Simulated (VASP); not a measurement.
Rb: single point with PBE

Rb:

```
Rb
1.0
     4.99157    0.00000    0.00000
    -2.00353    4.57183    0.00000
    -1.49402   -2.28592    4.17831
Rb
1
Direct
  0.00000 0.00000 0.00000
```

This isn't the form of Rb at room conditions, which is bcc.

```yaml
Program: VASP 6.6.1
Task: single point
Functional: PBE
Potentials_or_basis: VASP PAW PBE potentials, release 64 (Rb_sv)
Cutoff: 520 eV
k_mesh: 7 × 7 × 7
Occupations: gaussian, width 0.05 eV
Spin: no spin polarisation
```

The pressure is -0.1 GPa. The band gap on the k mesh is none (metal or under the smearing width).

Levels at points of the mesh, in eV from the Fermi level:
| k point | band 1 | band 2 | band 3 | band 4 | band 5 | band 6 | band 7 | band 8 | band 9 | band 10 |
| --- | --- | --- | --- | --- | --- | --- | --- | --- | --- | --- |
| (0.00, 0.00, 0.00) | -28.92 | -12.97 | -12.97 | -12.97 | -1.91 | 3.39 | 3.79 | 3.79 | 4.26 | 4.81 |

Wall time 51 s on 1 thread of AMD EPYC 7R13 Processor (Zen 3) (shared host), peak memory 0.2 GiB.
